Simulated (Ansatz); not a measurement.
Reaction (formal exchange of groups at a Te–C bond): `C[Te]C(F)(F)F` + BH₃ → `B[Te]C` + `FC(F)F`

Isolated molecules relaxed with PBE0-D4/def2-TZVP in Ansatz; ΔE leaves out vibrations. CCSD(T)/CBS is the MP2 limit (def2-TZVPP, def2-QZVPP) plus CCSD(T) − MP2 in def2-TZVPP, frozen cores. This one scheme is used for every species. DFT in def2-TZVPP. def2 core potentials past Kr. For Te outer-core shells are correlated without core-valence functions, which leaves a few kJ/mol of doubt a bond.

CCSD(T)/CBS gives -145.1 kJ/mol.

Q: Another level gave -156.1 kJ/mol. Which?
A. r2SCAN0-D4/def2-TZVPP
B. RPA@PBE/def2-TZVPP
C. BHLYP-D4/def2-TZVPP
D. LDA (SPW92)/def2-TZVPP

A: D. LDA (SPW92) -156.1, BHLYP-D4 -139.9, r2SCAN0-D4 -149.3, RPA@PBE/def2-TZVPP -144.8 kJ/mol.

Q: What do rigid-rotor, harmonic-oscillator terms from PBE0-D4/def2-TZVP frequencies (298.15 K, 1 bar) make of the CCSD(T)/CBS value? (An estimate is asked.)

A: Ansatz gave: ΔZPE = +15.8 kJ/mol, ΔH = -133.6 kJ/mol, ΔS = 11 J/(mol·K), ΔG = -136.8 kJ/mol. Modes under 50 cm⁻¹ make the entropy rough.

Largest T1 diagnostic among the species: 0.015.

At CCSD(T), def2-SVP lies −14.7 kJ/mol from the extrapolated value and def2-TZVPP −5.5 kJ/mol. From BLYP to BHLYP (50 % exact exchange), in def2-TZVPP and without D4, ΔE moves by −5.2 kJ/mol. The D4 term adds +5.0 kJ/mol with B3LYP and +2.8 kJ/mol with PBE0; it sums over pairs of atoms, weighted by their polarisabilities, and B3LYP, whose exchange is more repulsive, gets the larger term.

B3LYP here is the variant with VWN-RPA as its local correlation; programs differ in this.

CCSD(T)/CBS has its own doubt, a few kJ/mol and more with outer-core shells, so smaller differences from it don't rank the levels.
